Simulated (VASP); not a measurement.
# Ga3Sb (Im-3m) in VASP: relaxation of cell and atoms with PBE

Aim: the relaxation of cell and atoms of Ga3Sb with PBE.

Program: VASP 6.6.1. These are calculated values, not measurements. Logs are shortened: lines on timing, memory, paths and dates and some standing lists are left out, and cuts for length are marked.

**1. Starting point**

It takes space group Im-3m (No. 229, cubic). The conventional cell has a = 5.728 Å, b = 5.728 Å, c = 5.728 Å, α = 90.00°, β = 90.00°, γ = 90.00°. Ga (site symmetry 4/mmm) is surrounded by 4 Ga at 2.86 Å and 2 Sb at 2.86 Å. Sb (site symmetry m-3m) is surrounded by 6 Ga at 2.86 Å.

The cell was built by a generator and needn't be a form met in nature.

**2. Relaxation of cell and atoms, PBE**

INCAR reads:

```
SYSTEM = Ga3Sb
PREC = Normal ; ENCUT = 520
EDIFF = 1E-4 ; ISMEAR = 0
SIGMA = 0.15 ; LREAL = .FALSE.
LASPH = .TRUE. ; NELM = 60
ALGO = Fast ; ISIF = 3
LWAVE = .FALSE. ; LCHARG = .FALSE.
GGA = PE ; IBRION = 2
NSW = 24 ; EDIFFG = -0.08
```

KPOINTS reads:

```
regular mesh
0
G
  5 5 5
  0 0 0
```

POSCAR reads:

```
Ga3Sb
1.0
   -2.8639332000      2.8639332000      2.8639332000
    2.8639332000     -2.8639332000      2.8639332000
    2.8639332000      2.8639332000     -2.8639332000
Ga Sb
3 1
Direct
    0.0000000000      0.5000000000      0.5000000000
    0.5000000000      0.0000000000      0.5000000000
    0.5000000000      0.5000000000      0.0000000000
    0.0000000000      0.0000000000      0.0000000000
```

Potentials or basis: VASP PAW PBE potentials, release 64 (Ga_d, Sb).

Launch:

```
$ cat potpaw_PBE.64/Ga_d/POTCAR potpaw_PBE.64/Sb/POTCAR > POTCAR
$ mpirun -np 1 vasp_std > vasp.out
```

OUTCAR:

```text
SYSTEM = Ga3Sb
   PREC = Normal
   ENCUT = 520
   EDIFF = 1E-4
   ISMEAR = 0
   LREAL = .FALSE.
   LASPH = .TRUE.
   NELM = 60
   ISIF = 3
   GGA = PE
   IBRION = 2
   NSW = 24
   EDIFFG = -0.08

 ion  position               nearest neighbor table
   1  0.000  0.500  0.500-   2 2.86   3 2.86   4 2.86   4 2.86   3 2.86   2 2.86
   2  0.500  0.000  0.500-   1 2.86   3 2.86   4 2.86   3 2.86   4 2.86   1 2.86
   3  0.500  0.500  0.000-   1 2.86   2 2.86   4 2.86   2 2.86   1 2.86   4 2.86
   4  0.000  0.000  0.000-   1 2.86   2 2.86   3 2.86   1 2.86   2 2.86   3 2.86

  LATTYP: Found a body centered cubic cell.
 ALAT       =     5.7278664000

  Lattice vectors:

 A1 = (  -2.8639332000,   2.8639332000,   2.8639332000)
 A2 = (   2.8639332000,  -2.8639332000,   2.8639332000)
 A3 = (   2.8639332000,   2.8639332000,  -2.8639332000)

Analysis of symmetry for initial positions (statically):
=====================================================================
 Subroutine PRICEL returns:
 Original cell was already a primitive cell.

 Routine SETGRP: Setting up the symmetry group for a
 body centered cubic supercell.

 Subroutine GETGRP returns: Found 48 space group operations
 (whereof 48 operations were pure point group operations)
 out of a pool of 48 trial point group operations.

The static configuration has the point symmetry O_h .

Analysis of symmetry for dynamics (positions and initial velocities):
=====================================================================
 Subroutine PRICEL returns:
 Original cell was already a primitive cell.

 Routine SETGRP: Setting up the symmetry group for a
 body centered cubic supercell.

 Subroutine GETGRP returns: Found 48 space group operations
 (whereof 48 operations were pure point group operations)
 out of a pool of 48 trial point group operations.

The dynamic configuration has the point symmetry O_h .

 Subroutine INISYM returns: Found 48 space group operations
 (whereof 48 operations are pure point group operations),
 and found     1 'primitive' translations

----------------------------------------------------------------------------------------

                                     Primitive cell

  volume of cell :      93.9612

  direct lattice vectors                    reciprocal lattice vectors
    -2.863933200  2.863933200  2.863933200     0.000000000  0.174585078  0.174585078
     2.863933200 -2.863933200  2.863933200     0.174585078  0.000000000  0.174585078
     2.863933200  2.863933200 -2.863933200     0.174585078  0.174585078  0.000000000

  length of vectors
     4.960477812  4.960477812  4.960477812     0.246900585  0.246900585  0.246900585

  position of ions in fractional coordinates (direct lattice)
     0.000000000  0.500000000  0.500000000
     0.500000000  0.000000000  0.500000000
     0.500000000  0.500000000  0.000000000
     0.000000000  0.000000000  0.000000000

  ion indices of the primitive-cell ions
   primitive index   ion index
                 1           1
                 2           2
                 3           3
                 4           4

----------------------------------------------------------------------------------------

 KPOINTS: regular mesh

Automatic generation of k-mesh.
 Grid dimensions read from file:
 generate k-points for:    5    5    5

 Generating k-lattice:

  Cartesian coordinates                     Fractional coordinates (reciprocal lattice)
     0.000000000  0.034917016  0.034917016     0.200000000  0.000000000  0.000000000
     0.034917016  0.000000000  0.034917016     0.000000000  0.200000000  0.000000000
     0.034917016  0.034917016  0.000000000     0.000000000  0.000000000  0.200000000

  Length of vectors
     0.049380117  0.049380117  0.049380117

  Shift w.r.t. Gamma in fractional coordinates (k-lattice)
     0.000000000  0.000000000  0.000000000

 Subroutine IBZKPT returns following result:
 ===========================================

 Found     10 irreducible k-points:

 Following reciprocal coordinates:
            Coordinates               Weight
  0.000000  0.000000  0.000000      1.000000
  0.200000  0.000000  0.000000     12.000000
  0.400000  0.000000  0.000000     12.000000
  0.200000  0.200000  0.000000     24.000000
  0.400000  0.200000  0.000000     24.000000
  0.200000  0.200000  0.200000      8.000000
 -0.200000  0.200000  0.200000      6.000000
 -0.400000  0.400000  0.200000     24.000000
 -0.400000 -0.400000  0.200000      8.000000
 -0.400000  0.400000  0.400000      6.000000
   k-points           NKPTS =     10   k-points in BZ     NKDIM =     10   number of bands    NBANDS=     26
   number of dos      NEDOS =    301   number of ions     NIONS =      4
   total plane-waves  NPLWV =  21952
   dimension x,y,z NGX =    28 NGY =   28 NGZ =   28
   dimension x,y,z NGXF=    56 NGYF=   56 NGZF=   56
   ions per type =               3   1
   NGX,Y,Z   is equivalent  to a cutoff of   9.38,  9.38,  9.38 a.u.
   NGXF,Y,Z  is equivalent  to a cutoff of  18.77, 18.77, 18.77 a.u.
 SYSTEM =  Ga3Sb
   PREC   = normal    normal or accurate (medium, high low for compatibility)
   ISTART =      0    job   : 0-new  1-cont  2-samecut
   ICHARG =      2    charge: 1-file 2-atom 10-const
   ISPIN  =      1    spin polarized calculation?
   LNONCOLLINEAR =      F non collinear calculations
   LSORBIT =      F    spin-orbit coupling
   LASPH  =      T    aspherical Exc in radial PAW
   ENCUT  =  520.0 eV  38.22 Ry    6.18 a.u.   9.22  9.22  9.22*2*pi/ulx,y,z
   NELM   =     60;   NELMIN=  2; NELMDL= -5     # of ELM steps
   EDIFF  = 0.1E-03   stopping-criterion for ELM
   LREAL  =      F    real-space projection
   EDIFFG = -.8E-01   stopping-criterion for IOM
   NSW    =     24    number of steps for IOM
   IBRION =      2    ionic relax: 0-MD 1-quasi-New 2-CG
   NFREE  =      1    steps in history (QN), initial steepest desc. (CG)
   ISIF   =      3    stress and relaxation
   ISYM   =      2    0-nonsym 1-usesym 2-fastsym
   POTIM  = 0.5000    time-step for ionic-motion
   TEBEG  =    0.0;   TEEND  =   0.0 temperature during run
   PSTRESS=    0.0 pullay stress
   NELECT =      44.0000    total number of electrons
   NUPDOWN=      -1.0000    fix difference up-down
   EMIN   =  10.00;   EMAX   =-10.00  energy-range for DOS
   EFERMI =   0.00;   METHOD = LEGACY
   ISMEAR =     0;   SIGMA  =   0.15  broadening in eV -4-tet -1-fermi 0-gaus
   EFERMI_NEDOS =   21; number of points for ismear=-14 and -15
   IALGO  =     68    algorithm
   IMIX   =      4    mixing-type and parameters
     AMIX     =   0.40;   BMIX     =  1.00
     AMIX_MAG =   1.60;   BMIX_MAG =  1.00
  volume/ion in A,a.u.               =      23.49       158.52
  Fermi-wavevector in a.u.,A,eV,Ry     =   1.271285  2.402380 21.989259  1.616165
  Thomas-Fermi vector in A             =   2.404226
   LORBIT       =      0    0 simple, 1 ext, 2 COOP (PROOUT), +10 PAW based schemes
   GGA     = PE    functional components
   LHFCALC =     F    Hartree Fock is set to
   AEXX    =    0.0000 exact exchange contribution
   IVDW    =     0    specifies the selected vdW correction
   LEPSILON=     F    determine dielectric tensor
   LRPA    =     F    only Hartree local field effects (RPA)
 conjugate gradient relaxation of ions
 non-spin polarized calculation
 RMM-DIIS sequential band-by-band and
 Gauss-broadening in eV      SIGMA  =   0.15
  energy-cutoff  :      520.00
  volume of cell :       93.96
 maximum number of plane-waves:      2552
   NGX = 19   NGY = 19   NGZ = 19

--------------------------------------- Ionic step        1  -------------------------------------------

 number of electron      44.0000183 magnetization

 Free energy of the ion-electron system (eV)
  ---------------------------------------------------
  ext. energy  EPLUGINS =         0.00000000
  ---------------------------------------------------
  free energy    TOTEN  =       -12.30137788 eV

  energy without entropy =      -12.25035530  energy(sigma->0) =      -12.27586659

------------------------ aborting loop because EDIFF is reached ----------------------------------------

  FORCE on cell =-STRESS in cart. coord.  units (eV):
  Direction    XX          YY          ZZ          XY          YZ          ZX
  --------------------------------------------------------------------------------------
  -------------------------------------------------------------------------------------
  Total       -0.9170292     -0.9170292     -0.9170292     -0.0000000      0.0000000     -0.0000000
  in kB      -15.6366998    -15.6366998    -15.6366998     -0.0000000      0.0000000     -0.0000000
  external PRESSURE =     -15.6366998 kB  Pullay stress =       0.0000000 kB

 VOLUME and BASIS-vectors are now :
 -----------------------------------------------------------------------------
  energy-cutoff  :      520.00
  volume of cell :       93.96
      direct lattice vectors                 reciprocal lattice vectors
    -2.863933200  2.863933200  2.863933200     0.000000000  0.174585078  0.174585078
     2.863933200 -2.863933200  2.863933200     0.174585078  0.000000000  0.174585078
     2.863933200  2.863933200 -2.863933200     0.174585078  0.174585078  0.000000000

 POSITION                                       TOTAL-FORCE (eV/Angst)
 -----------------------------------------------------------------------------------
      2.86393      0.00000      0.00000        -0.000000      0.000000      0.000000
      0.00000      2.86393      0.00000        -0.000000     -0.000000      0.000000
      0.00000      0.00000      2.86393         0.000000     -0.000000     -0.000000
      0.00000      0.00000      0.00000        -0.000000     -0.000000     -0.000000
 -----------------------------------------------------------------------------------
    total drift:                                0.000000      0.000000     -0.000000

  FREE ENERGIE OF THE ION-ELECTRON SYSTEM (eV)
  ---------------------------------------------------
  free  energy   TOTEN  =       -12.3013778832 eV

  energy  without entropy=      -12.2503553019  energy(sigma->0) =      -12.27586659

--------------------------------------- Ionic step        2  -------------------------------------------

 number of electron      44.0000106 magnetization

 Free energy of the ion-electron system (eV)
  ---------------------------------------------------
  ext. energy  EPLUGINS =         0.00000000
  ---------------------------------------------------
  free energy    TOTEN  =       -12.31615124 eV

  energy without entropy =      -12.26793399  energy(sigma->0) =      -12.29204261

 E-fermi :   5.4806     XC(G=0): -10.2635

 val. band max:        5.4803369320   @ k =   0.4000   0.0000   0.0000
 cond. band min:       5.5261216575   @ k =   0.4000   0.2000   0.0000
 fundamental gap:      0.0457847255
 Fermi energy:         5.4805806270

 k-point     1 :       0.0000    0.0000    0.0000
  band No.  band energies     occupation
      1      -9.5014      2.00000
      2      -9.5014      2.00000
      3      -9.4644      2.00000
      4      -9.4038      2.00000
      5      -9.4038      2.00000
      6      -9.4038      2.00000
[... 18 lines left out ...]
     25       4.7609      2.00000
     26       8.9709      0.00000

 k-point     2 :       0.2000    0.0000    0.0000
  band No.  band energies     occupation
      1      -9.4914      2.00000
      2      -9.4688      2.00000
      3      -9.4430      2.00000
      4      -9.3930      2.00000
      5      -9.3894      2.00000
      6      -9.3825      2.00000
[... 18 lines left out ...]
     25       6.0900      0.00000
[... 202 lines left out ...]
     25       8.8195      0.00000
     26      12.4643      0.00000

 k-point    10 :      -0.4000    0.4000    0.4000
  band No.  band energies     occupation
      1      -9.5101      2.00000
      2      -9.4370      2.00000
      3      -9.4171      2.00000
      4      -9.3828      2.00000
      5      -9.3812      2.00000
      6      -9.3717      2.00000
[... 18 lines left out ...]
     25       8.9561      0.00000
     26      11.5653      0.00000

------------------------ aborting loop because EDIFF is reached ----------------------------------------

  FORCE on cell =-STRESS in cart. coord.  units (eV):
  Direction    XX          YY          ZZ          XY          YZ          ZX
  --------------------------------------------------------------------------------------
  -------------------------------------------------------------------------------------
  Total        0.0514065      0.0514065      0.0514065      0.0000000     -0.0000000      0.0000000
  in kB        0.9062960      0.9062960      0.9062960      0.0000000     -0.0000000      0.0000000
  external PRESSURE =       0.9062960 kB  Pullay stress =       0.0000000 kB

 VOLUME and BASIS-vectors are now :
 -----------------------------------------------------------------------------
  energy-cutoff  :      520.00
  volume of cell :       90.88
      direct lattice vectors                 reciprocal lattice vectors
    -2.832258155  2.832258155  2.832258155     0.000000000  0.176537580  0.176537580
     2.832258155 -2.832258155  2.832258155     0.176537580  0.000000000  0.176537580
     2.832258155  2.832258155 -2.832258155     0.176537580  0.176537580  0.000000000

 POSITION                                       TOTAL-FORCE (eV/Angst)
 -----------------------------------------------------------------------------------
      2.83226      0.00000      0.00000        -0.000000      0.000000      0.000000
      2.83226      0.00000      2.83226         0.000000     -0.000000      0.000000
      0.00000      0.00000      2.83226        -0.000000     -0.000000     -0.000000
      2.83226      2.83226      2.83226         0.000000      0.000000     -0.000000
 -----------------------------------------------------------------------------------
    total drift:                                0.000000     -0.000000      0.000000

  FREE ENERGIE OF THE ION-ELECTRON SYSTEM (eV)
  ---------------------------------------------------
  free  energy   TOTEN  =       -12.3161512366 eV

  energy  without entropy=      -12.2679339928  energy(sigma->0) =      -12.29204261

 reached required accuracy - stopping structural energy minimisation
```

Wall time 11 s (1 thread of Intel Xeon 6975P-C (Granite Rapids), shared host); peak memory 0.17 GiB.

Results:

| Quantity | Value |
| --- | --- |
| Free energy | -12.3162 eV |
| Relaxed volume | 22.72 Å³/atom |
| Relaxed cell | a = 4.906 Å, b = 4.906 Å, c = 4.906 Å, α = 109.47°, β = 109.47°, γ = 109.47° |
| Space group after relaxing (to 0.05 Å) | Im-3m (No. 229) |
| Energy gained by relaxing | 3.7 meV/atom |
| Ionic steps | 2 |
| Pressure after relaxing | 0.1 GPa |
| Band gap on the k mesh | none (metal or under the smearing width) |

The path:
| step | energy change (eV) | largest force (eV/Å) | pressure (GPa) | volume (Å³) |
| --- | --- | --- | --- | --- |
| 1 | 0.0000 | 0.0000 | -1.56 | 93.96 |
| 2 | -0.0148 | 0.0000 | 0.09 | 90.88 |

Final structure:
```
Ga Sb
1.0
    -2.83226    2.83226    2.83226
     2.83226   -2.83226    2.83226
     2.83226    2.83226   -2.83226
Ga Sb
3 1
Cartesian
  2.8323 0.0000 0.0000
  2.8323 0.0000 2.8323
  0.0000 0.0000 2.8323
  2.8323 2.8323 2.8323
```

Caveat: the relaxation stopped at a loose force limit of 0.08 eV/Å, so its end isn't a converged minimum.
